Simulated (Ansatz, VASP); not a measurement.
## One calculation of BAs, two programs

```xyz
2
Lattice="0.0000 2.4044 2.4044 2.4044 0.0000 2.4044 2.4044 2.4044 0.0000" Properties=species:S:1:pos:R:3 pbc="T T T"
B     0.0000    0.0000    0.0000
As    1.2022    1.2022    1.2022
```

Alike in both runs: task single point; functional PBE; k mesh 10 × 10 × 10; occupations gaussian, width 0.02 eV; no spin polarisation.

|  | VASP | Ansatz |
| --- | --- | --- |
| version | VASP 6.6.1 | Ansatz 0.2.0 |
| potentials or method | VASP PAW PBE potentials, release 64 (B, As) | scalar-relativistic, plane waves, PAW |
| plane-wave cutoff (eV) | 520 | 420 |
| valence electrons in the cell | 8 | 18 |

```csv
,VASP,Ansatz,Ansatz less VASP
gap on the k mesh at the Fermi level (eV),1.20,1.20,+0.008
least direct gap on the mesh (eV),3.25,3.26,+0.005
```

The functional is the same, so the differences come from potentials, cutoffs and numerics. The two sets of potentials don't hold the same shells in valence.

A k mesh can miss the band edges. A hybrid or GW would open this gap; PBE tends to underestimate it.
